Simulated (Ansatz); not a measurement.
# Li2O: the cost of one run

Method: DFT PBE, scalar-relativistic, plane waves, PAW, in Ansatz 0.2.0.

## Step 1: The structure to begin with

Symmetry: R3m, No. 160, trigonal system. The conventional cell has a = 13.084 Å, b = 13.084 Å, c = 16.025 Å, α = 90.00°, β = 90.00°, γ = 120.00°. Around Li (site symmetry 3m) lie 1 Li at 2.00 Å and 4 O at 2.00 Å. Li (site symmetry m) has 4 O at 2.00 Å and 1 Li at 2.00 Å as nearest neighbours. Li (site symmetry m) is surrounded by 4 O at 2.00 Å. Li (site symmetry 1) has 4 O at 2.00 Å as nearest neighbours. Only part of the 30 independent sites is listed.

Structure file:

```cif
data_structure
_symmetry_space_group_name_H-M 'R3m:H'
_symmetry_Int_Tables_number 160
_cell_length_a 13.0844
_cell_length_b 13.0844
_cell_length_c 16.0251
_cell_angle_alpha 90.000
_cell_angle_beta 90.000
_cell_angle_gamma 120.000
_cell_volume 2375.98
loop_
_atom_site_label
_atom_site_type_symbol
_atom_site_symmetry_multiplicity
_atom_site_Wyckoff_symbol
_atom_site_fract_x
_atom_site_fract_y
_atom_site_fract_z
_atom_site_occupancy
Li1 Li 3 a 0.00000 0.00000 0.62500 1
Li2 Li 9 b 0.08333 0.16667 0.79167 1
Li3 Li 9 b 0.66667 0.83333 0.45833 1
Li4 Li 18 c 0.75000 0.00000 0.62500 1
Li5 Li 9 b 0.91667 0.08333 0.95833 1
Li6 Li 9 b 0.50000 0.00000 0.62500 1
Li7 Li 9 b 0.58333 0.16667 0.79167 1
Li8 Li 18 c 0.58333 0.91667 0.79167 1
Li9 Li 3 a 0.33333 0.66667 0.79167 1
Li10 Li 9 b 0.41667 0.83333 0.95833 1
Li11 Li 3 a 0.00000 0.00000 0.87500 1
Li12 Li 9 b 0.41667 0.83333 0.70833 1
Li13 Li 9 b 0.66667 0.83333 0.70833 1
Li14 Li 18 c 0.75000 0.00000 0.87500 1
Li15 Li 9 b 0.25000 0.75000 0.87500 1
Li16 Li 9 b 0.50000 0.00000 0.87500 1
Li17 Li 9 b 0.91667 0.83333 0.70833 1
Li18 Li 18 c 0.58333 0.91667 0.04167 1
Li19 Li 3 a 0.00000 0.00000 0.75000 1
Li20 Li 9 b 0.75000 0.50000 0.87500 1
O1 O 3 a 0.00000 0.00000 0.50000 1
O2 O 9 b 0.08333 0.16667 0.66667 1
O3 O 9 b 0.66667 0.83333 0.33333 1
O4 O 18 c 0.75000 0.00000 0.50000 1
O5 O 9 b 0.91667 0.08333 0.83333 1
O6 O 9 b 0.50000 0.00000 0.50000 1
O7 O 9 b 0.58333 0.16667 0.66667 1
O8 O 18 c 0.58333 0.91667 0.66667 1
O9 O 3 a 0.33333 0.66667 0.66667 1
O10 O 9 b 0.41667 0.83333 0.83333 1
```

The structure rests on a cell from the Crystallography Open Database, changed: 1 atom is set at new places.

## Step 2: Relaxing the atoms: Li64O32 defect cell, no spin

It takes the final geometry of an earlier run: 1 atom is set at new places.

input.yaml reads:

```yaml
crystal:
  lattice:
    - [9.2521015629, 0.0, 0.0]
    - [0.0, 9.2521015629, 0.0]
    - [0.0, 0.0, 9.2521015629]
  atoms:
    - { symbol: Li, position: [0.625, 0.125, 0.125] }
    - { symbol: Li, position: [0.875, 0.375, 0.125] }
    - { symbol: Li, position: [0.875, 0.125, 0.375] }
    - { symbol: Li, position: [0.125, 0.125, 0.125] }
    - { symbol: Li, position: [0.375, 0.375, 0.125] }
    - { symbol: Li, position: [0.625, 0.625, 0.125] }
    - { symbol: Li, position: [0.875, 0.875, 0.125] }
    - { symbol: Li, position: [0.375, 0.125, 0.375] }
    - { symbol: Li, position: [0.625, 0.375, 0.375] }
    - { symbol: Li, position: [0.875, 0.625, 0.375] }
    - { symbol: Li, position: [0.625, 0.125, 0.625] }
    - { symbol: Li, position: [0.875, 0.375, 0.625] }
    - { symbol: Li, position: [0.875, 0.125, 0.875] }
    - { symbol: Li, position: [0.125, 0.625, 0.125] }
    - { symbol: Li, position: [0.375, 0.875, 0.125] }
    - { symbol: Li, position: [0.125, 0.375, 0.375] }
    - { symbol: Li, position: [0.375, 0.625, 0.375] }
    - { symbol: Li, position: [0.625, 0.875, 0.375] }
    - { symbol: Li, position: [0.125, 0.125, 0.625] }
    - { symbol: Li, position: [0.375, 0.375, 0.625] }
    - { symbol: Li, position: [0.625, 0.625, 0.625] }
    - { symbol: Li, position: [0.875, 0.875, 0.625] }
    - { symbol: Li, position: [0.375, 0.125, 0.875] }
    - { symbol: Li, position: [0.625, 0.375, 0.875] }
    - { symbol: Li, position: [0.875, 0.625, 0.875] }
    - { symbol: Li, position: [0.125, 0.875, 0.375] }
    - { symbol: Li, position: [0.125, 0.625, 0.625] }
    - { symbol: Li, position: [0.375, 0.875, 0.625] }
    - { symbol: Li, position: [0.125, 0.375, 0.875] }
    - { symbol: Li, position: [0.375, 0.625, 0.875] }
    - { symbol: Li, position: [0.625, 0.875, 0.875] }
    - { symbol: Li, position: [0.125, 0.875, 0.875] }
    - { symbol: Li, position: [0.875, 0.375, 0.375] }
    - { symbol: Li, position: [0.125, 0.625, 0.375] }
    - { symbol: Li, position: [0.125, 0.375, 0.625] }
    - { symbol: Li, position: [0.375, 0.375, 0.375] }
    - { symbol: Li, position: [0.625, 0.625, 0.375] }
    - { symbol: Li, position: [0.875, 0.875, 0.375] }
    - { symbol: Li, position: [0.125, 0.125, 0.375] }
    - { symbol: Li, position: [0.625, 0.375, 0.625] }
    - { symbol: Li, position: [0.875, 0.625, 0.625] }
    - { symbol: Li, position: [0.125, 0.875, 0.625] }
    - { symbol: Li, position: [0.875, 0.375, 0.875] }
    - { symbol: Li, position: [0.125, 0.625, 0.875] }
    - { symbol: Li, position: [0.125, 0.375, 0.125] }
    - { symbol: Li, position: [0.375, 0.875, 0.375] }
    - { symbol: Li, position: [0.625, 0.125, 0.375] }
    - { symbol: Li, position: [0.375, 0.625, 0.625] }
    - { symbol: Li, position: [0.625, 0.875, 0.625] }
    - { symbol: Li, position: [0.875, 0.125, 0.625] }
    - { symbol: Li, position: [0.375, 0.375, 0.875] }
    - { symbol: Li, position: [0.625, 0.625, 0.875] }
    - { symbol: Li, position: [0.875, 0.875, 0.875] }
    - { symbol: Li, position: [0.125, 0.125, 0.875] }
    - { symbol: Li, position: [0.625, 0.375, 0.125] }
    - { symbol: Li, position: [0.875, 0.625, 0.125] }
    - { symbol: Li, position: [0.125, 0.875, 0.125] }
    - { symbol: Li, position: [0.375, 0.125, 0.625] }
    - { symbol: Li, position: [0.75, 0.25, 0.25] }
    - { symbol: Li, position: [0.625, 0.125, 0.875] }
    - { symbol: Li, position: [0.375, 0.625, 0.125] }
    - { symbol: Li, position: [0.625, 0.875, 0.125] }
    - { symbol: Li, position: [0.875, 0.125, 0.125] }
    - { symbol: Li, position: [0.375, 0.125, 0.125] }
    - { symbol: O, position: [0.5, 0.0, 0.0] }
    - { symbol: O, position: [0.75, 0.25, 0.0] }
    - { symbol: O, position: [0.75, 0.0, 0.25] }
    - { symbol: O, position: [0.0, 0.0, 0.0] }
    - { symbol: O, position: [0.25, 0.25, 0.0] }
    - { symbol: O, position: [0.5, 0.5, 0.0] }
    - { symbol: O, position: [0.75, 0.75, 0.0] }
    - { symbol: O, position: [0.25, 0.0, 0.25] }
    - { symbol: O, position: [0.5, 0.25, 0.25] }
    - { symbol: O, position: [0.75, 0.5, 0.25] }
    - { symbol: O, position: [0.5, 0.0, 0.5] }
    - { symbol: O, position: [0.75, 0.25, 0.5] }
    - { symbol: O, position: [0.75, 0.0, 0.75] }
    - { symbol: O, position: [0.0, 0.5, 0.0] }
    - { symbol: O, position: [0.25, 0.75, 0.0] }
    - { symbol: O, position: [0.0, 0.25, 0.25] }
    - { symbol: O, position: [0.25, 0.5, 0.25] }
    - { symbol: O, position: [0.5, 0.75, 0.25] }
    - { symbol: O, position: [0.0, 0.0, 0.5] }
    - { symbol: O, position: [0.25, 0.25, 0.5] }
    - { symbol: O, position: [0.5, 0.5, 0.5] }
    - { symbol: O, position: [0.75, 0.75, 0.5] }
    - { symbol: O, position: [0.25, 0.0, 0.75] }
    - { symbol: O, position: [0.5, 0.25, 0.75] }
    - { symbol: O, position: [0.75, 0.5, 0.75] }
    - { symbol: O, position: [0.0, 0.75, 0.25] }
    - { symbol: O, position: [0.0, 0.5, 0.5] }
    - { symbol: O, position: [0.25, 0.75, 0.5] }
    - { symbol: O, position: [0.0, 0.25, 0.75] }
    - { symbol: O, position: [0.25, 0.5, 0.75] }
    - { symbol: O, position: [0.5, 0.75, 0.75] }
    - { symbol: O, position: [0.0, 0.75, 0.75] }
scf:
  occupations: { method: gaussian, width: 0.02 }
output:
  forces: true
  stress: false
  eigenvalues: true
hamiltonian:
  xc: pbe
kpoints:
  mp_grid: { grid: [1, 1, 1] }
relax:
  f_tol: 0.02
  adjacent_minimum: "off"
```

On the command line:

```
$ ansatz run input.yaml --threads 4 --pin off --max-ram 14336MiB --backend cpu --events-out ev --progress --plain --runs-dir out
```

What time and memory should one allow on 4 threads of Intel Xeon 6975P-C (Granite Rapids), shared host?

About 19 s, with a peak of 0.99 GiB.
